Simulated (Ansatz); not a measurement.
# InPd in Ansatz: the effect of functional

Crystal: InPd.

```
In Pd
1.0
     3.24993    0.00000    0.00000
     0.00000    3.24993    0.00000
     0.00000    0.00000    3.24993
In Pd
1 1
Direct
  0.00000 0.00000 0.00000
  0.50000 0.50000 0.50000
```

The cell comes from a database or a generator and needn't be the stable form of this composition.

The cell isn't the ideal one: volume scaled by 0.98.

Alike in all runs:

| Quantity | Value |
| --- | --- |
| Program | Ansatz 0.2.0 |
| Task | single point |
| Potentials or basis | Ansatz PAW |
| k mesh | 8 × 8 × 8 |
| Occupations | fermi-dirac, width 0.05 eV |
| Spin | no spin polarisation |

```csv
functional,cutoff,pressure (GPa)
LDA,420 eV (not typed: the program's choice for these potentials),?
PBEsol,420 eV (not typed: the program's choice for these potentials),-0.4
r2SCAN,500 eV (not typed: the program's choice for these potentials),2.2
```

Q: What does the run with functional LDA give?

A: Pressure -4.6 GPa.

Caveats: the PAW data sets come from PBE, with cores solved anew for the run's functional, which leaves a small shift of forces and pressure.
